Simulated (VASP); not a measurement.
Al, 8 atoms in the cell. Symmetry: Fm-3m, No. 225, cubic system. The conventional cell has a = 4.050 Å, b = 4.050 Å, c = 4.050 Å, α = 90.00°, β = 90.00°, γ = 90.00°. Around Al (site symmetry m-3m) lie 12 Al at 2.86 Å. 

- Program: VASP 6.6.1
- Task: core levels
- Functional: PBEsol
- Potentials or basis: VASP PAW PBE potentials, release 64 (Al)
- Cutoff: 500 eV
- k mesh: 7 × 7 × 7
- Occupations: methfessel-paxton, width 0.1 eV
- Spin: no spin polarisation
- Further INCAR settings: ALGO = Normal; EDIFF = 1e-06

Potentials or basis: VASP PAW PBE potentials, release 64 (Al).

The run is started by

```console
$ cat potpaw_PBE.64/Al/POTCAR > POTCAR
$ mpirun -np 4 vasp_std > vasp.out
```

Hardware: 4 MPI ranks on Intel(R) Xeon(R) Platinum 8488C (Sapphire Rapids), on a shared host.

**Question.** How long does it take, and how much memory?

**Answer.** It took 11 s on 4 MPI ranks on Intel(R) Xeon(R) Platinum 8488C (Sapphire Rapids), on a shared host, peak memory 0.24 GiB a rank. Counts: scf iterations 11, k points 20.
